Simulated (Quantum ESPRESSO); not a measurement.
## Sn in Quantum ESPRESSO: the effect of functional

Sn:

```
CELL_PARAMETERS angstrom
-1.89465 1.89465 1.89465
1.89465 -1.89465 1.89465
1.89465 1.89465 -1.89465
ATOMIC_POSITIONS crystal
Sn 0.00000 0.00000 0.00000
```

This isn't the form of Sn at room conditions, which is tetragonal (white tin).

Alike in all runs:

| Item | Value |
| --- | --- |
| Program | Quantum ESPRESSO 7.5 |
| Task | phonons |
| Cutoff | 925 eV |
| Density cutoff | 7401 eV |
| k mesh | 7 × 7 × 7 |
| Occupations | cold, width 0.2 eV |
| Spin | no spin polarisation |

Each run relaxes the cell or the atoms first.

```csv
functional,potentials or basis,relaxed volume (Å³/atom),highest phonon frequency (cm⁻¹)
LDA,GBRV 1.5 LDA,25.49,97
PBE,GBRV 1.5 PBE,?,?
PBEsol,GBRV 1.5 PBEsol,26.18,97
revPBE,GBRV 1.5 PBE,28.28,86
WC,GBRV 1.5 PBE,26.33,95
BLYP,GBRV 1.5 PBE,30.46,78
vdW-DF-cx,GBRV 1.5 PBE,26.47,96
```

Q: What does the run with functional PBE give?

A: Relaxed volume 27.68 Å³/atom; highest phonon frequency 88 cm⁻¹.

Caveats: the mesh is thin for the phonons of a metal; the q point doesn't lie on the k mesh, which can shift a metal's frequencies strongly unless the mesh is converged; the potentials were made for another functional, which shifts forces and pressure (some runs).
